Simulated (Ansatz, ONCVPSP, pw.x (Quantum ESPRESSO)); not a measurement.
# What a changed setting does to a pw.x run (fcc Hf)

Potential: optimised norm-conserving Vanderbilt (ONCV), ONCVPSP 4.0.1, PBE; core [Kr] 4d10 4f14, reference 5s2 5p6 5d2 6s2; waves: 5s+6s: rc 1.90 bohr, ncon 5, nbas 8, qcut 6.4 1/bohr, 2 projectors; 5p: rc 2.05 bohr, ncon 4, nbas 7, qcut 7.7 1/bohr, 2 projectors, debl 2.5 Ha; 5d: rc 1.80 bohr, ncon 3, nbas 6, qcut 6.3 1/bohr, 2 projectors, debl 3 Ha; local part: polynomial inside 1.45 bohr (lpopt 5, dvloc0 0 Ha); core correction: Teter function, fcfact 3.5, rcfact 1.8.

The reference run (k-mesh 13³, cutoffs 50/200 Ry, Fermi–Dirac 0.01 Ry, mixing_beta 0.4, conv_thr 1e-9, no spin) gives -0.99 GPa at 22.681 Å³/atom, where all-electron LAPW gives -0.23 GPa. This run, with its own iteration cap, changes nspin = 2 with starting_magnetization to 0.2.

```
&control
  calculation='scf', prefix='x', pseudo_dir='./', outdir='./tmp', tstress=.true., disk_io='none'
/
&system
  ibrav=0, nat=1, ntyp=1, ecutwfc=50, ecutrho=200, nbnd=14,
  occupations='smearing', smearing='fd', degauss=0.01, nspin=2, starting_magnetization(1)=0.2
/
&electrons
  conv_thr=1e-09, mixing_beta=0.4, electron_maxstep=50
/
ATOMIC_SPECIES
Hf 1.0 Hf.UPF
CELL_PARAMETERS angstrom
  0.00000000 2.24669474 2.24669474
  2.24669474 0.00000000 2.24669474
  2.24669474 2.24669474 0.00000000
ATOMIC_POSITIONS crystal
Hf 0.0000 0.0000 0.0000
K_POINTS automatic
13 13 13 0 0 0
```

```bash
pw.x < Hf.scf.in > Hf.scf.out
```

Problem. How does the run end?

Solution. It converges in 9 iterations; the free energy moves by +0.0 meV/atom and the pressure by -0.01 GPa. The result is that of the reference run.

```
Message from routine setup:
     using ibrav=0 with symmetry is DISCOURAGED, use correct ibrav instead
     lattice parameter (alat)  =       6.0042  a.u.
     unit-cell volume          =     153.0590 (a.u.)^3
     number of electrons       =        12.00
     number of Kohn-Sham states=           14
     kinetic-energy cutoff     =      50.0000  Ry
     charge density cutoff     =     200.0000  Ry
     scf convergence threshold =      1.0E-09
     Exchange-correlation= PBE
     atomic species   magnetization
     number of k points=    84  Fermi-Dirac smearing, width (Ry)=  0.0100
     iteration #  1     ecut=    50.00 Ry     beta= 0.40
     total energy              =    -117.06831613 Ry
     estimated scf accuracy    <       0.05212152 Ry
     total magnetization       =     0.66 Bohr mag/cell
     absolute magnetization    =     0.66 Bohr mag/cell
     iteration #  2     ecut=    50.00 Ry     beta= 0.40
     total energy              =    -117.08166497 Ry
     estimated scf accuracy    <       0.01756816 Ry
     total magnetization       =     0.53 Bohr mag/cell
     absolute magnetization    =     0.53 Bohr mag/cell
     iteration #  3     ecut=    50.00 Ry     beta= 0.40
     total energy              =    -117.08473050 Ry
     estimated scf accuracy    <       0.00078835 Ry
     total magnetization       =     0.29 Bohr mag/cell
     absolute magnetization    =     0.29 Bohr mag/cell
     iteration #  4     ecut=    50.00 Ry     beta= 0.40
     total energy              =    -117.08548270 Ry
     estimated scf accuracy    <       0.00004781 Ry
     total magnetization       =     0.17 Bohr mag/cell
     absolute magnetization    =     0.17 Bohr mag/cell
     iteration #  5     ecut=    50.00 Ry     beta= 0.40
     total energy              =    -117.08559720 Ry
     estimated scf accuracy    <       0.00002349 Ry
     total magnetization       =     0.10 Bohr mag/cell
     absolute magnetization    =     0.10 Bohr mag/cell
     iteration #  6     ecut=    50.00 Ry     beta= 0.40
     total energy              =    -117.08582371 Ry
     estimated scf accuracy    <       0.00000158 Ry
     total magnetization       =     0.01 Bohr mag/cell
     absolute magnetization    =     0.01 Bohr mag/cell
     iteration #  7     ecut=    50.00 Ry     beta= 0.40
     total energy              =    -117.08582759 Ry
     estimated scf accuracy    <       0.00000005 Ry
     total magnetization       =     0.00 Bohr mag/cell
     absolute magnetization    =     0.00 Bohr mag/cell
     iteration #  8     ecut=    50.00 Ry     beta= 0.40
     total energy              =    -117.08582776 Ry
     estimated scf accuracy    <       0.00000002 Ry
     total magnetization       =     0.00 Bohr mag/cell
     absolute magnetization    =     0.00 Bohr mag/cell
     iteration #  9     ecut=    50.00 Ry     beta= 0.40
     the Fermi energy is    14.1497 ev
!    total energy              =    -117.08582787 Ry
     estimated scf accuracy    <          4.3E-10 Ry
     smearing contrib. (-TS)   =      -0.00666242 Ry
     The total energy is F=E-TS. E is the sum of the following terms:
     one-electron contribution =     -20.22194279 Ry
     hartree contribution      =      14.59866043 Ry
     xc contribution           =     -33.70311909 Ry
     ewald contribution        =     -77.75276400 Ry
     total magnetization       =    -0.00 Bohr mag/cell
     absolute magnetization    =     0.00 Bohr mag/cell
     convergence has been achieved in   9 iterations
          total   stress  (Ry/bohr**3)                   (kbar)     P=       -9.95
     Message from routine punch:
     Nothing written, as per user request (disk_io='none')
```

The run took about 30 s on one core of a shared server CPU.
